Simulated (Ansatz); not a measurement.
A (001) slab of Au (Cmcm (No. 63)), 5 planes, outer planes Au (top) and Au (bottom), with 5 atoms (Au5) in a surface cell of A = 7.365 Å², as cut from the bulk:

```xyz
5
Lattice="2.8654 0.0000 0.0000 -1.4327 2.5704 0.0000 0.0000 0.0000 24.7843" Properties=species:S:1:pos:R:3 pbc="T T T"
Au    1.4327    0.8428    7.5000
Au    0.0000    1.7275    9.9461
Au    1.4327    0.8428   12.3921
Au    0.0000    1.7275   14.8382
Au    1.4327    0.8428   17.2843
```

All numbers below come from DFT PBE, scalar-relativistic, plane waves, PAW in Ansatz 0.2.0. Cutoff 420 eV; k points 14×13×1 on the computed 5-atom cell (Γ-centred); Gaussian smearing, width 0.10 eV; no spin polarisation. The cell repeats along c with a dipole correction in the vacuum.

Against the same 5 atoms in the bulk, the slab as cut lies 0.635 eV higher and the relaxed slab 0.632 eV higher.

(1) Work out the surface energy before and after relaxation.

(2) What is the ideal work of this cut, per area?

Results:

(1) The slab has two faces, so γ = (E_slab − N·E_bulk)/(2A), the mean of both. As cut: 0.635/(2 × 7.365) = 0.0431 eV/Å², and 1 eV/Å² = 16.02 J/m², so γ = 0.69 J/m². Relaxed: 0.632/(2 × 7.365) = 0.0429 eV/Å² = 0.69 J/m². Relaxation recovers 0.5 % of the cost of cutting.

(2) Griffith's ideal work is 2γ: 1.38 J/m² if the new faces stay rigid, 1.37 J/m² if they relax. One thickness was run, 5 planes, so γ can still shift with it.

The reference crystal is a form of Au, which isn't its usual structure.